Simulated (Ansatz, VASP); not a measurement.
Given: the input of a run of VASP 6.6.1 on PbO (Litharge).

File INCAR:

```
ALGO = Normal
EDIFF = 1E-6
ENCUT = 520
GGA = PE
ISIF = 2
ISMEAR = -1
LASPH = T
LCHARG = F
LREAL = F
LWAVE = F
NBANDS = 28
NELM = 60
PREC = Accurate
SIGMA = 0.05
```

KPOINTS

```
k-points
0
Gamma
  7 7 6
```

Contents of POSCAR:

```
PbO
1.0
    4.0682551615      0.0000000000      0.0000000000
    0.0000000000      4.0682551615      0.0000000000
    0.0000000000      0.0000000000      5.1082602403
Pb O
2 2
Direct
    0.5000000000      0.0000000000      0.7600000000
    0.0000000000      0.5000000000      0.2400000000
    0.5000000000      0.5000000000      0.0000000000
    0.0000000000      0.0000000000      0.0000000000
```

Potentials or basis: VASP PAW PBE potentials, release 64 (Pb_d, O).

Command:

```sh
$ cat potpaw_PBE.64/Pb_d/POTCAR potpaw_PBE.64/O/POTCAR > POTCAR
$ mpirun -np 1 vasp_std > vasp.out
```

Set up the same calculation for Ansatz 0.2.0. Potentials there: all-electron LAPW, scalar-relativistic.

As run (the cutoff follows the program's own potentials):

Contents of input.yaml:

```yaml
crystal:
  lattice:
    - [4.0682551615, 0.0, 0.0]
    - [0.0, 4.0682551615, 0.0]
    - [0.0, 0.0, 5.1082602403]
  atoms:
    - { symbol: Pb, position: [0.5, 0.0, 0.76] }
    - { symbol: Pb, position: [0.0, 0.5, 0.24] }
    - { symbol: O, position: [0.5, 0.5, 0.0] }
    - { symbol: O, position: [0.0, 0.0, 0.0] }
kpoints:
  mp_grid: { grid: [7, 7, 6] }
scf:
  occupations: { method: fermi_dirac, width: 0.05 }
hamiltonian:
  xc: pbe
  pseudopotentials: { kind: all_electron, lapw: { basis_error: 0.001 } }
output:
  forces: true
  stress: true
  eigenvalues: true
```

Potentials or basis: all-electron LAPW, scalar-relativistic.

Command:

```sh
$ ansatz run input.yaml --threads 2 --pin off --max-ram 6144MiB --backend cpu --events-out ev --progress --plain --runs-dir out
```

Both were run:

|  | VASP | Ansatz | Ansatz less VASP |
| --- | --- | --- | --- |
| gap on the k mesh at the Fermi level (eV) | 1.49 | 1.49 | -0.006 |
| least direct gap on the mesh (eV) | 2.21 | 2.21 | -0.001 |
| pressure (GPa) | -1.5 | -1.5 | -0.01 |
| largest component of the traceless stress (GPa) | 0.32 | 0.31 | -0.002 |
| rms of the force components (eV/Å) | 0.275 | 0.288 | +0.0123 |

Atom by atom the forces differ by 0.012 eV/Å (rms over components). Ansatz ran all-electron here, so the differences hold the error of VASP's frozen core and of both bases.

Caveats: spin-orbit coupling is left out, which as a rule narrows the gap of such compounds by several tenths of an eV; an odd mesh through Γ misses points on the zone boundary, where band edges often lie.
